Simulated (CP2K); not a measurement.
## TiC in CP2K: the effect of functional

Crystal: TiC.

```
Ti C
1.0
     3.06279    0.00000    0.00000
     1.53139    2.65245    0.00000
     1.53139    0.88415    2.50076
Ti C
1 1
Direct
  0.00000 0.00000 0.00000
  0.50000 0.50000 0.50000
```

The cell is a database's computed one.

Alike in all runs:

| Item | Value |
| --- | --- |
| Program | CP2K 2026.2 |
| Task | atomic charges |
| Potentials or basis | POTENTIAL_UZH Ti GTH-PBE-q12, C GTH-PBE-q4; TZVP-MOLOPT-PBE-GTH basis |
| Density cutoff | 9184 eV |
| k mesh | 11 × 11 × 11 |
| Occupations | fermi-dirac, width 0.05 eV |
| Spin | no spin polarisation |

Task: One run gave: pressure 3.3 GPa. Which functional did it use?
A. LDA
B. revPBE
C. vdW-DF-cx
D. PW91
E. TASK

Result: B.

```csv
functional,pressure (GPa)
LDA,-9.4
PBEsol,-5.4
PW91,0.8
revPBE,3.3
vdW-DF-cx,-3.8
TASK,8.9
```

Caveats: the potentials were made for another functional, which shifts forces and pressure; the basis of atomic orbitals isn't converged, which shifts pressures, moduli and gaps.

Runs at the PBE level aren't shown here.
